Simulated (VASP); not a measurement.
Wanted: the native input for a VASP 6.6.1 run.

```yaml
Task: relaxation of cell and atoms
Functional: RPBE
Potentials_or_basis: VASP PAW PBE potentials, release 64 (W_sv)
Cutoff: 600 eV
k_mesh: 14 × 14 × 14
Occupations: fermi-dirac, width 0.1 eV
Spin: no spin polarisation
Dipole_correction: no
Further_INCAR_settings: ALGO = Normal; EDIFF = 1e-06; IBRION = 2; EDIFFG = -0.01; NSW = 80; ISIF = 3
```

The structure of W lies in POSCAR:

```
W
1.0
    0.0000000000      1.9936234741      1.9936234741
    1.9936234741      0.0000000000      1.9936234741
    1.9936234741      1.9936234741      0.0000000000
W
1
Direct
    0.0000000000      0.0000000000      0.0000000000
```

The cell was built by a generator and needn't be a form met in nature.

These files were run (other wordings do the same):

INCAR

```
SYSTEM = W
  ALGO = Normal
  EDIFF = 1E-6
  EDIFFG = -0.01
  ENCUT = 600
  GGA = RP
  IBRION = 2
  ISIF = 3
  ISMEAR = -1
  LASPH = .True.
  LCHARG = .False.
  LREAL = .False.
  LWAVE = .False.
  NELM = 80
  NSW = 80
  PREC = Accurate
  SIGMA = 0.1
```

KPOINTS

```
k-points
0
Gamma
  14 14 14
  0 0 0
```

Potentials or basis: VASP PAW PBE potentials, release 64 (W_sv).

Launch:

```console
$ cat potpaw_PBE.64/W_sv/POTCAR > POTCAR
$ mpirun -np 1 vasp_std > vasp.out
```

Results of the run:

```yaml
Relaxed_volume: 16.71 Å³/atom
Relaxed_cell: a = 2.869 Å, b = 2.869 Å, c = 2.869 Å, α = 60.00°, β = 60.00°, γ = 60.00°
Space_group_after_relaxing_to_0.05_Å: Fm-3m (No. 225)
Energy_gained_by_relaxing: 41.0 meV/atom
Ionic_steps: 4
Pressure_after_relaxing: -0.1 GPa
Band_gap_on_the_k_mesh: none (metal or under the smearing width)
```

Caveat: the PAW data sets were made with another functional, which shifts forces and pressure a little.

Run time: 23 s on 1 thread of Intel(R) Xeon(R) Platinum 8488C (Sapphire Rapids) (shared host), peak memory 0.16 GiB.
